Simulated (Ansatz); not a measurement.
# W: the cost of one run

Method: DFT PBE, scalar-relativistic, plane waves, PAW, in Ansatz 0.2.0.

The COD cell was measured well above room temperature, so it is larger than a cold one.

1 further run of the same task is left out (set aside as unsound or not needed).

### 1 The system as given

It takes space group Im-3m (No. 229, cubic). Conventional cell: a = 3.195 Å, b = 3.195 Å, c = 3.195 Å, α = 90.00°, β = 90.00°, γ = 90.00°. W (site symmetry m-3m) has 8 W at 2.77 Å as nearest neighbours.

As a file:

```cif
data_structure
_symmetry_space_group_name_H-M 'P 1'
_symmetry_Int_Tables_number 1
_cell_length_a 2.7666
_cell_length_b 2.7666
_cell_length_c 2.7666
_cell_angle_alpha 109.471
_cell_angle_beta 109.471
_cell_angle_gamma 109.471
_cell_volume 16.30
loop_
_atom_site_label
_atom_site_type_symbol
_atom_site_fract_x
_atom_site_fract_y
_atom_site_fract_z
_atom_site_occupancy
W1 W 0.00000 0.00000 0.00000 1
```

The structure comes from the Crystallography Open Database.

### 2 A distortion that keeps the symmetry

Against the listed cell: strain xx, yy, zz, yz, xz, xy = +1.9, +1.9, +1.9, +0.0, +0.0, +0.0 %.

input.yaml reads:

```yaml
crystal:
  lattice:
    - [-1.627568835, 1.627568835, 1.627568835]
    - [1.627568835, -1.627568835, 1.627568835]
    - [1.627568835, 1.627568835, -1.627568835]
  atoms:
    - { symbol: W, position: [0.0, 0.0, 0.0] }
basis:
  ecutwfc: 420
kpoints:
  mp_grid: { grid: [18, 18, 18] }
hamiltonian:
  xc: pbe
scf:
  occupations: { method: gaussian, width: 0.1 }
output:
  forces: true
  stress: true
  eigenvalues: true
```

**Question.** How long does this run take on 1 thread of an Arm CPU, shared host, and how much memory does it need?

About 1.6 s, with a peak of 0.29 GiB.
